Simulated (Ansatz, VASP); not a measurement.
## HfH2 in VASP and in Ansatz

```
CELL_PARAMETERS angstrom
-1.73900 1.73900 2.18050
1.73900 -1.73900 2.18050
1.73900 1.73900 -2.18050
ATOMIC_POSITIONS crystal
Hf 0.05159 0.05159 0.00000
H 0.75000 0.25000 0.50000
H 0.25000 0.75000 0.50000
```

Change from the starting cell: one atom moved.

Alike in both runs: task single point; functional PBEsol; k mesh 14 × 14 × 14; occupations gaussian, width 0.1 eV; no spin polarisation.

|  | VASP | Ansatz |
| --- | --- | --- |
| version | VASP 6.6.1 | Ansatz 0.2.0 |
| potentials or method | VASP PAW PBE potentials, release 64 (Hf_pv, H) | scalar-relativistic, plane waves, PAW |
| plane-wave cutoff (eV) | 520 | 420 |
| valence electrons in the cell | 12 | 28 |

Ansatz gave:

```
gap on the k mesh at the Fermi level (eV)       : none
pressure (GPa)                                  : -2.7
largest component of the traceless stress (GPa) : 2.82
rms of the force components (eV/Å)              : 0.803
```

**Question.** Estimate VASP's values.

**Answer.** gap on the k mesh at the Fermi level (eV): none; pressure (GPa): -3.3; largest component of the traceless stress (GPa): 2.82; rms of the force components (eV/Å): 0.808.

Atom by atom the forces differ by 0.005 eV/Å (rms over components). A gap of «none» marks a metal or a gap that the smearing closes. The two sets of potentials don't hold the same shells in valence.

Caveats: the PAW data sets were made with another functional, which shifts forces and pressure a little (VASP). Spin-orbit coupling is left out, which matters for the levels of Hf.
